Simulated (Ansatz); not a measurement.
# Si2Mo: the cost of one run

Method: DFT PBE, scalar-relativistic, in Ansatz 0.2.0.

### Step 1. The system as given

It takes space group I4/mmm (No. 139, tetragonal). The conventional cell has a = 3.200 Å, b = 3.200 Å, c = 7.861 Å, α = 90.00°, β = 90.00°, γ = 90.00°. Si (site symmetry 4mm) is surrounded by 5 Si at 2.61 to 2.63 Å and 5 Mo at 2.62 Å. Mo (site symmetry 4/mmm) is surrounded by 10 Si at 2.62 Å.

Coordinates:

```
CELL_PARAMETERS angstrom
-1.60000 1.60000 3.93050
1.60000 -1.60000 3.93050
1.60000 1.60000 -3.93050
ATOMIC_POSITIONS crystal
Si 0.33300 0.33300 0.00000
Si 0.66700 0.66700 0.00000
Mo 0.00000 0.00000 0.00000
```

Atoms are numbered in the order of the input: Si1, Si2, Mo3.

### Step 2. After the deformation

Space group I4/mmm before, I4/mmm after.

### Step 3. Full-potential LAPW

The input, input.yaml:

```yaml
crystal:
  lattice:
    - [-1.6, 1.6, 3.891195]
    - [1.6, -1.6, 3.891195]
    - [1.6, 1.6, -3.891195]
  atoms:
    - { symbol: Si, position: [0.333, 0.333, 0.0] }
    - { symbol: Si, position: [0.667, 0.667, 0.0] }
    - { symbol: Mo, position: [0.0, 0.0, 0.0] }
kpoints:
  mp_grid: { grid: [12, 12, 16] }
  band_path:
    path:
      - [0.0, 0.0, 0.0]
      - [0.0, 0.0, 0.5]
      - [0.25, 0.25, 0.25]
      - [0.0, 0.5, 0.0]
      - [0.0, 0.0, 0.0]
      - [0.5, 0.5, -0.5]
      - [0.2922682224, 0.7077317776, -0.2922682224]
      - [-0.2922682224, 0.2922682224, 0.2922682224]
      - [0.0, 0.0, 0.0]
    npoints: 5
scf:
  occupations: { method: fermi_dirac, width: 0.03 }
hamiltonian:
  xc: pbe
  pseudopotentials: { kind: all_electron, lapw: { basis_error: 0.001 } }
output:
  forces: true
  stress: true
  eigenvalues: true
```

The run is started by

```console
$ ansatz run input.yaml --threads 1 --pin off --max-ram 6144MiB --backend cpu --events-out ev --progress --plain --runs-dir out
```

Q: Estimate wall time and peak memory on 1 thread of Intel Xeon Platinum 8488C (Sapphire Rapids), shared host.

About 2 min, with a peak of 1.8 GiB.
